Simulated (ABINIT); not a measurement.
# InP (F-43m) in ABINIT: settings compared

One crystal, InP, is run at these levels: LDA-VWN, LDA, PBE+D2; tasks: band structure, equation of state.

All numbers are computed with ABINIT 10.8.3 (patched build); they aren't measurements. Logs are shortened: lines on timing, memory, paths and dates and some standing lists are left out, and cuts for length are marked. The log counts tension as positive stress, the text compression.

**What was measured.**

From a printed reference work, data compilation, for a bulk crystal of InP: band gap 1.4236 eV (direct) at 1.6 K; bulk modulus 71 GPa.

The results are compared with them further down.

## (1) The crystal as given

The structure is cubic, space group F-43m (No. 216). The conventional cell has a = 5.861 Å, b = 5.861 Å, c = 5.861 Å, α = 90.00°, β = 90.00°, γ = 90.00°. In (site symmetry -43m) has 4 P at 2.54 Å as nearest neighbours. Around P (site symmetry -43m) lie 4 In at 2.54 Å.

## (2) Band structure, LDA-VWN

Input file run.abi:

```
# Datasets: ground state, then fixed potential
ndtset 2

# Pseudopotentials
pp_dirpath "./"
pseudos "In.LDA_PW-JTH.xml, P.LDA_PW-JTH.xml"

# Structure
acell 3*1.0 Angstrom
rprim
     0.0000000000     2.9305000000     2.9305000000
     2.9305000000     0.0000000000     2.9305000000
     2.9305000000     2.9305000000     0.0000000000
ntypat 2
znucl 49 15
natom 2
typat 1 2
xcart
     0.0000000000     0.0000000000     0.0000000000
     8.3067636123     8.3067636123     8.3067636123

# Plane-wave basis
ecut 20.0
pawecutdg 40.0

# Exchange and correlation
ixc -1007

# Bands and occupations
occopt 3
tsmear 0.00183747

# SCF cycle
nstep 100

# Output
iomode 3
prtwf 0
prteig 0
prtebands 0
prtden1 1

# Dataset 1
kptopt1 1
ngkpt1 8 8 8
nshiftk1 1
shiftk1 0.0 0.0 0.0
nband1 13
tolvrs1 1.0e-9

# Dataset 2: bands along G-X-W-K-G-L-U-W-L-K
iscf2 -2
getden2 1
nband2 17
nbdbuf2 2
tolwfr2 1.0e-12
kptopt2 -9
ndivsm2 8
prteig2 1
kptbounds2
     0.0000000000     0.0000000000     0.0000000000
     0.5000000000     0.0000000000     0.5000000000
     0.5000000000     0.2500000000     0.7500000000
     0.3750000000     0.3750000000     0.7500000000
     0.0000000000     0.0000000000     0.0000000000
     0.5000000000     0.5000000000     0.5000000000
     0.6250000000     0.2500000000     0.6250000000
     0.5000000000     0.2500000000     0.7500000000
     0.5000000000     0.5000000000     0.5000000000
     0.3750000000     0.3750000000     0.7500000000
```

Potentials or basis: JTH PAW LDA v2.0.

Launch:

```bash
$ abinit run.abi > log 2>&1
```

run.abo:

```text
.Version 10.8.3 of ABINIT
 DATASET    1 : space group F-4 3 m (#216); Bravais cF (face-center cubic)
================================================================================
 Values of the parameters that define the memory need for DATASET  1.
     intxc =       0    ionmov =       0      iscf =      17    lmnmax =      18
     lnmax =       6     mgfft =      32  mpssoang =       3    mqgrid =    3001
     natom =       2  nloc_mem =       2    nspden =       1   nspinor =       1
    nsppol =       1      nsym =      24    n1xccc =       1    ntypat =       2
    occopt =       3   xclevel =       1
       mpw =        1475          nfft =       32768          nkpt =          29
 PAW method is used; the additional fine FFT grid is defined by:
   mgfftf=        48    nfftf =    110592
================================================================================
================================================================================

 DATASET    2 : space group F-4 3 m (#216); Bravais cF (face-center cubic)
================================================================================
 Values of the parameters that define the memory need for DATASET  2.
     intxc =       0    ionmov =       0      iscf =      -2    lmnmax =      18
     lnmax =       6     mgfft =      32  mpssoang =       3    mqgrid =    3001
     natom =       2  nloc_mem =       2    nspden =       1   nspinor =       1
    nsppol =       1      nsym =      24    n1xccc =       1    ntypat =       2
    occopt =       3   xclevel =       1
       mpw =        1472          nfft =       32768          nkpt =         139
 PAW method is used; the additional fine FFT grid is defined by:
   mgfftf=        48    nfftf =    110592
================================================================================
================================================================================

--------------------------------------------------------------------------------
------------- Echo of variables that govern the present computation ------------
--------------------------------------------------------------------------------
 -outvars: echo values of preprocessed input variables --------
            acell      1.8897261259E+00  1.8897261259E+00  1.8897261259E+00 Bohr
              amu      1.14820000E+02  3.09737620E+01
             ecut      2.00000000E+01 Hartree
           getden1          0
           getden2          1
             iscf1         17
             iscf2         -2
                       outvar_i_n : Printing only first  50 k-points.
              ixc       -1007
           jdtset        1    2
                       outvar_i_n : Printing only first  50 k-points.
           kptopt1          1
           kptopt2         -9
         kptrlatt        8    0    0      0    8    0      0    0    8
          kptrlen1     6.26535348E+01
          kptrlen2     3.00000000E+01
[... 1266 lines left out ...]
xred      :
- [  0.0000E+00,   0.0000E+00,   0.0000E+00, In]
- [  7.5000E-01,   7.5000E-01,   7.5000E-01,  P]
cartesian_forces: null
force_length_stats: {min: null, max: null, mean: null, }
...

 Integrated electronic density in atomic spheres:
 ------------------------------------------------
 Atom  Sphere_radius  Integrated_density
    1        2.50645         11.27409763
    2        1.60765          1.59241999

================================================================================

 ----iterations are completed or convergence reached----

 Mean square residual over all n,k,spin=   48.447E-14; max=  99.970E-14
 reduced coordinates (array xred) for    2 atoms
       0.000000000000      0.000000000000      0.000000000000
       0.750000000000      0.750000000000      0.750000000000

 cartesian coordinates (angstrom) at end:
    1      0.00000000000000     0.00000000000000     0.00000000000000
    2      4.39575000000000     4.39575000000000     4.39575000000000
 length scales=  1.889726125908  1.889726125908  1.889726125908 bohr
              =  1.000000000000  1.000000000000  1.000000000000 angstroms
 Eigenvalues (hartree) for nkpt= 139  k points:
 kpt#   1, nband= 17, wtk=  1.00000, kpt=  0.0000  0.0000  0.0000 (reduced coord)
  -0.35430   -0.35430   -0.35430   -0.34866   -0.34866   -0.25852    0.16671    0.16671
   0.16671    0.18373    0.31181    0.31181    0.31181    0.47009    0.51304    0.51304
   0.57176
 kpt#   2, nband= 17, wtk=  1.00000, kpt=  0.0217  0.0000  0.0217 (reduced coord)
  -0.35434   -0.35428   -0.35428   -0.34867   -0.34866   -0.25825    0.16060    0.16599
   0.16599    0.18980    0.31084    0.31276    0.31276    0.47166    0.50914    0.51320
   0.57267
 kpt#   3, nband= 17, wtk=  1.00000, kpt=  0.0435  0.0000  0.0435 (reduced coord)
  -0.35446   -0.35423   -0.35423   -0.34868   -0.34864   -0.25743    0.14998    0.16389
   0.16389    0.20031    0.30806    0.31556    0.31556    0.47617    0.49952    0.51367
   0.57415
 kpt#   4, nband= 17, wtk=  1.00000, kpt=  0.0652  0.0000  0.0652 (reduced coord)
  -0.35465   -0.35414   -0.35414   -0.34872   -0.34861   -0.25609    0.13860    0.16057
   0.16057    0.21145    0.30379    0.32003    0.32003    0.48202    0.48846    0.51446
   0.57707
 kpt#   5, nband= 17, wtk=  1.00000, kpt=  0.0870  0.0000  0.0870 (reduced coord)
[... 525 lines left out ...]
   0.10138    0.25479    0.34066    0.41321    0.41408    0.46949    0.52036    0.62395
   0.65432
 kpt# 137, nband= 17, wtk=  1.00000, kpt=  0.3929  0.3929  0.7143 (reduced coord)
  -0.35985   -0.35183   -0.35115   -0.34944   -0.34802   -0.17240   -0.04227    0.04225
   0.09853    0.25219    0.33693    0.42145    0.42337    0.46401    0.52071    0.63292
   0.66741
 kpt# 138, nband= 17, wtk=  1.00000, kpt=  0.3839  0.3839  0.7321 (reduced coord)
  -0.36000   -0.35170   -0.35103   -0.34956   -0.34797   -0.17069   -0.04341    0.04158
   0.09602    0.24977    0.33077    0.43105    0.43161    0.46060    0.52287    0.63579
   0.67864
 kpt# 139, nband= 17, wtk=  1.00000, kpt=  0.3750  0.3750  0.7500 (reduced coord)
  -0.36013   -0.35159   -0.35095   -0.34967   -0.34791   -0.16967   -0.04442    0.04261
   0.09388    0.24768    0.32334    0.43736    0.43836    0.46259    0.52710    0.63337
   0.67160

== END DATASET(S) ==============================================================
================================================================================

 -outvars: echo values of variables after computation  --------
            acell      1.8897261259E+00  1.8897261259E+00  1.8897261259E+00 Bohr
           etotal1    -6.4905711228E+01
            fcart1    -0.0000000000E+00 -0.0000000000E+00 -0.0000000000E+00
                      -0.0000000000E+00 -0.0000000000E+00 -0.0000000000E+00
            rprim      0.0000000000E+00  2.9305000000E+00  2.9305000000E+00
                       2.9305000000E+00  0.0000000000E+00  2.9305000000E+00
                       2.9305000000E+00  2.9305000000E+00  0.0000000000E+00
           strten1     5.7298697950E-05  5.7298697950E-05  5.7298697950E-05
                       0.0000000000E+00  0.0000000000E+00  0.0000000000E+00
           xangst      0.0000000000E+00  0.0000000000E+00  0.0000000000E+00
                       4.3957500000E+00  4.3957500000E+00  4.3957500000E+00
             xred      0.0000000000E+00  0.0000000000E+00  0.0000000000E+00
                       7.5000000000E-01  7.5000000000E-01  7.5000000000E-01
 Calculation completed.
```

Run time: 69 s. Hardware: 1 thread of Arm Neoverse V1, shared host; peak memory 0.14 GiB.

Results:

| Property | Result |
| --- | --- |
| Free energy | -1766.1744 eV |
| Band gap on the k mesh | 0.46 eV, direct |
| Valence electrons inside the program's atomic spheres | In 11.27; P 1.59 |

Levels at the corners of the path, in eV from the valence-band top:
```tsv
point	band 6	band 7	band 8	band 9	band 10	band 11	band 12	band 13
Γ	-11.57	0.00	0.00	0.00	0.46	3.95	3.95	3.95
X	-9.14	-5.89	-2.37	-2.37	1.60	2.11	8.98	9.40
W	-9.06	-5.74	-3.01	-2.99	4.18	4.25	5.40	6.05
K	-9.15	-5.75	-3.38	-1.98	2.20	4.26	7.36	7.39
Γ	-11.57	0.00	0.00	0.00	0.46	3.95	3.95	3.95
L	-9.81	-5.85	-1.00	-1.00	1.30	4.70	4.70	6.90
U	-9.15	-5.75	-3.38	-1.98	2.20	4.26	7.36	7.39
W	-9.06	-5.74	-3.01	-2.99	4.18	4.25	5.40	6.05
L	-9.81	-5.85	-1.00	-1.00	1.30	4.70	4.70	6.90
K	-9.15	-5.75	-3.38	-1.98	2.20	4.26	7.36	7.39
```

Caveat: the cutoff is too short for stress, so the log's stress isn't used; spin-orbit coupling is left out, which moves the levels of the heavy elements.

## (3) Band structure, LDA, spin-orbit coupling, no magnetisation

run.abi: that of step 2 with these lines changed.

```diff
@@ -1,9 +1,6 @@
-# Datasets: ground state, then fixed potential
 ndtset 2
 
-# Pseudopotentials
 pp_dirpath "./"
-pseudos "In.LDA_PW-JTH.xml, P.LDA_PW-JTH.xml"
+pseudos "In.LDA_PW-JTH_sp.xml, P.LDA_PW-JTH.xml"
 
-# Structure
 acell 3*1.0 Angstrom
@@ -17,7 +14,6 @@
 typat 1 2
-xcart
+xred
      0.0000000000     0.0000000000     0.0000000000
-     8.3067636123     8.3067636123     8.3067636123
+     0.7500000000     0.7500000000     0.7500000000
 
-# Plane-wave basis
 ecut 20.0
@@ -25,6 +21,4 @@
 
-# Exchange and correlation
-ixc -1007
+ixc 7
 
-# Bands and occupations
 occopt 3
@@ -32,6 +26,8 @@
 
-# SCF cycle
+nspinor 2
+nspden 1
+pawspnorb 1
+
 nstep 100
 
-# Output
 iomode 3
@@ -42,4 +38,3 @@
 
-# Dataset 1
-kptopt1 1
+kptopt1 4
 ngkpt1 8 8 8
@@ -47,9 +42,8 @@
 shiftk1 0.0 0.0 0.0
-nband1 13
+nband1 16
 tolvrs1 1.0e-9
 
-# Dataset 2: bands along G-X-W-K-G-L-U-W-L-K
 iscf2 -2
 getden2 1
-nband2 17
+nband2 24
 nbdbuf2 2
@@ -57,3 +51,3 @@
 kptopt2 -9
-ndivsm2 8
+ndivsm2 5
 prteig2 1
```

Potentials or basis: JTH PAW LDA v2.0 sp.

Launch:

```bash
$ abinit run.abi > log 2>&1
```

run.abo:

```text
.Version 10.8.3 of ABINIT
 DATASET    1 : space group F2 3 (#196); Bravais cF (face-center cubic)
================================================================================
 Values of the parameters that define the memory need for DATASET  1.
     intxc =       0    ionmov =       0      iscf =      17    lmnmax =      13
     lnmax =       5     mgfft =      32  mpssoang =       3    mqgrid =    3001
     natom =       2  nloc_mem =       2    nspden =       1   nspinor =       2
    nsppol =       1      nsym =      12    n1xccc =       1    ntypat =       2
    occopt =       3   xclevel =       1
       mpw =        1475          nfft =       32768          nkpt =          52
 PAW method is used; the additional fine FFT grid is defined by:
   mgfftf=        48    nfftf =    110592
================================================================================
[... 1409 lines left out ...]
 kpt#  87, nband= 24, wtk=  1.00000, kpt=  0.3750  0.3750  0.7500 (reduced coord)
  -0.27918   -0.27817   -0.14303   -0.14271   -0.05940   -0.05621   -0.00601   -0.00577
   0.14837    0.14860    0.22550    0.22633    0.33714    0.33916    0.34256    0.34282
   0.36028    0.36729    0.42420    0.42644    0.53525    0.54041    0.57536    0.57584

== END DATASET(S) ==============================================================
================================================================================

 -outvars: echo values of variables after computation  --------
            acell      1.8897261259E+00  1.8897261259E+00  1.8897261259E+00 Bohr
           etotal1    -8.8560401730E+00
            fcart1    -9.4966095281E-32  9.4966095281E-32 -9.4966095281E-32
                       9.4966095281E-32 -9.4966095281E-32  9.4966095281E-32
            rprim      0.0000000000E+00  2.9305000000E+00  2.9305000000E+00
                       2.9305000000E+00  0.0000000000E+00  2.9305000000E+00
                       2.9305000000E+00  2.9305000000E+00  0.0000000000E+00
           strten1    -3.7789548588E-05 -3.7789548588E-05 -3.7789548588E-05
                       0.0000000000E+00  0.0000000000E+00  0.0000000000E+00
           xangst      0.0000000000E+00  0.0000000000E+00  0.0000000000E+00
                       4.3957500000E+00  4.3957500000E+00  4.3957500000E+00
             xred      0.0000000000E+00  0.0000000000E+00  0.0000000000E+00
                       7.5000000000E-01  7.5000000000E-01  7.5000000000E-01
 Calculation completed.
```

It took 2.7 min on 1 thread of Arm Neoverse V1, shared host; peak memory 0.18 GiB.

Results:

* Free energy: -240.9851 eV
* Pressure: 1.1 GPa
* Band gap on the k mesh: 0.54 eV, direct
* Band gap along the path: 0.54 eV, direct
* Valence electrons inside the program's atomic spheres: In 2.42; P 1.60

Levels at the corners of the path, in eV from the valence-band top:
```tsv
point	band 6	band 7	band 8	band 9	band 10	band 11
Γ	0.00	0.00	0.00	0.54	0.54	3.66
X	-2.44	-2.34	-2.34	1.58	1.58	2.11
W	-3.06	-3.01	-2.93	4.20	4.20	4.30
K	-3.37	-2.01	-2.00	2.19	2.20	4.29
Γ	0.00	0.00	0.00	0.54	0.54	3.66
L	-1.09	-0.96	-0.96	1.33	1.33	4.61
U	-3.37	-2.01	-2.00	2.19	2.20	4.29
W	-3.06	-3.01	-2.93	4.20	4.20	4.30
L	-1.09	-0.96	-0.96	1.33	1.33	4.61
K	-3.37	-2.01	-2.00	2.19	2.20	4.29
```

Caveat: this set keeps more shells in the core, which shifts pressures and gaps.

## (4) Equation of state, PBE+D2

Input file run.abi:

```
# Datasets: one volume each
ndtset 7
getwfk -1
scalecart1 3*0.9795861087
scalecart2 3*0.9864848297
scalecart3 3*0.9932883884
scalecart4 3*1.0000000000
scalecart5 3*1.0066227096
scalecart6 3*1.0131594038
scalecart7 3*1.0196128224

# Pseudopotentials
pp_dirpath "./"
pseudos "In.GGA_PBE-JTH.xml, P.GGA_PBE-JTH.xml"

# Structure
acell 4.1443528445 4.1443528445 4.1443528445 Angstrom
rprim
     0.0000000000     0.7071067812     0.7071067812
     0.7071067812     0.0000000000     0.7071067812
     0.7071067812     0.7071067812     0.0000000000
ntypat 2
znucl 49 15
natom 2
typat 1 2
xred
     0.0000000000     0.0000000000     0.0000000000
     0.7500000000     0.7500000000     0.7500000000

# Plane-wave basis
ecut 20.0
pawecutdg 40.0

# k points
kptopt 1
ngkpt 8 8 8
nshiftk 1
shiftk 0.0 0.0 0.0

# Exchange and correlation
ixc 11
vdw_xc 5

# Bands and occupations
nband 13
occopt 3
tsmear 0.05 eV

# SCF cycle
nstep 100
tolvrs 1.0e-9

# Output
iomode 3
prtwf 1
prtden 0
prteig 0
prtebands 0
enunit 1
```

Potentials or basis: JTH PAW PBE v2.0.

Launch:

```bash
$ abinit run.abi > log 2>&1
```

Wall time 1.7 min (1 thread of Arm Neoverse V1, shared host); peak memory 0.15 GiB.

It converged, with:

```yaml
Equilibrium_volume: 24.90 Å³/atom
Bulk_modulus: 66 GPa
Pressure_derivative_of_the_bulk_modulus: "4.8 (rough: it moves with the points fitted)"
```

Energy against volume, from the lowest point:
| volume (Å³/atom) | energy (meV/atom) |
| --- | --- |
| 23.657 | 13.67 |
| 24.160 | 4.28 |
| 24.663 | 0.00 |
| 25.167 | 0.14 |
| 25.670 | 4.03 |
| 26.173 | 11.60 |
| 26.677 | 22.23 |

Caveat: the cutoff is too short for stress, so the log's stress isn't used; pressures at fixed basis lie under the slope of the energies.

## (5) The runs side by side

```csv
task,level,potentials or basis,spin,gap on the mesh (eV)
band structure,LDA-VWN,JTH PAW LDA v2.0,off,0.46
band structure,LDA,JTH PAW LDA v2.0 sp,"SOC, no magnetisation",0.54
equation of state,PBE+D2,JTH PAW PBE v2.0,off,-
```

Alike in all rows: cell as given; k mesh 8 × 8 × 8; cutoff (eV) 544; smearing fermi-dirac 0.05 eV.

Caveats: spin-orbit coupling is left out, which moves the levels of the heavy elements (some runs); this set keeps more shells in the core, which shifts pressures and gaps (some runs); pressures at fixed basis lie under the slope of the energies (some runs).

Absolute energies hang on the potentials; compare differences alone.

## (6) Against experiment

Step 2. Measured gap of InP: 1.4236 eV (direct; 1.6 K; a printed reference work, data compilation). This calculation gives 0.46 eV (-0.96 eV). Spin-orbit coupling on In is left out. The value is that of LDA-VWN, without temperature or zero-point motion. Semilocal functionals fall short of measured gaps as a rule.

Step 3. Measured gap of InP: 1.4236 eV (direct; 1.6 K; a printed reference work, data compilation). This calculation gives 0.54 eV (-0.88 eV). The value is that of LDA, without temperature or zero-point motion. Semilocal functionals fall short of measured gaps as a rule.

Step 4. Against the measured bulk modulus of InP, 71 GPa (a printed reference work, data compilation), the calculated 66 GPa is off by -7.3 %. The fit is for a static lattice scaled at fixed shape and fixed fractional positions.
